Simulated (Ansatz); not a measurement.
# A sublattice moved along a line in Te2Mo

Computed with DFT LDA, scalar-relativistic, plane waves, PAW in Ansatz 0.2.0. Cutoff 420 eV, Γ-centred 12×12×2 k-points, Gaussian smearing of 0.05 eV. No spin polarisation. Energies are free energies at this smearing, counted from the undisturbed cell; pressure is positive in compression.

The undisturbed cell (as given, not relaxed at this level; it stands at -1.8 GPa; this form isn't the usual structure):

```
Te Mo
1.0
     3.56023    0.00000    0.00000
    -1.78012    3.08325    0.00000
     0.00000    0.00000   17.52406
Te Mo
2 1
Direct
  0.33333 0.66667 0.89786
  0.33333 0.66667 0.10214
  0.00000 0.00000 0.00000
```

The cell holds layers and no dispersion correction was added, so their binding is poorly described.

Every Mo atom is moved by x along the Cartesian unit vector (0.000, 0.000, 1.000); the cell and all other atoms stay fixed.

```
  x (Å)  ΔE (meV/cell)
-0.2000          411.2
-0.1000          103.0
 0.0000            0.0
 0.0250            6.4
 0.0500           25.7
 0.0750           57.9
 0.1250          160.9
 0.1500          231.6
 0.1750          315.1
```

(1) Predict the force along x on the moved atoms (eV/Å) at each point.

Results:

(1)
```
  x (Å) force along x on the moved atoms (eV/Å)
-0.2000                                     4.09
-0.1000                                     2.06
 0.0000                                     0.00
 0.0250                                    -0.52
 0.0500                                    -1.03
 0.0750                                    -1.55
 0.1250                                    -2.57
 0.1500                                    -3.08
 0.1750                                    -3.59
```